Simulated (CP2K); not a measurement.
Crystal: BAs.

```
CELL_PARAMETERS angstrom
3.37785 0.00000 0.00000
1.68892 2.92530 0.00000
1.68892 0.97510 2.75800
ATOMIC_POSITIONS crystal
As 0.75000 0.75000 0.75000
B 0.00000 0.00000 0.00000
```

Base run:

* Program: CP2K 2026.2
* Functional: MS2
* Potentials or basis: POTENTIAL_UZH As GTH-PBE-q5, B GTH-PBE-q3; TZVP-MOLOPT-PBE-GTH basis
* Density cutoff: 9184 eV
* k mesh: 10 × 10 × 10
* Occupations: fermi-dirac, width 0.05 eV
* Spin: no spin polarisation

Its results: band gap on the k mesh 1.78 eV, indirect (least direct gap 4.15 eV); pressure 1.7 GPa.

**Question.** After a change of settings the same cell gave: band gap on the k mesh 1.08 eV, indirect (least direct gap 3.26 eV); pressure 2.3 GPa. Which change was it?
A. functional from MS2 to AM05
B. functional from MS2 to optB88-vdW
C. functional from MS2 to BLYP
D. functional from MS2 to PBE

**Answer.** A.

MS2 gives the wider gap, since meta-GGAs in the generalised Kohn-Sham scheme recover part of the derivative discontinuity.

Caveats: the potentials were made for another functional, which shifts forces and pressure; the basis of atomic orbitals isn't converged, which shifts pressures, moduli and gaps.
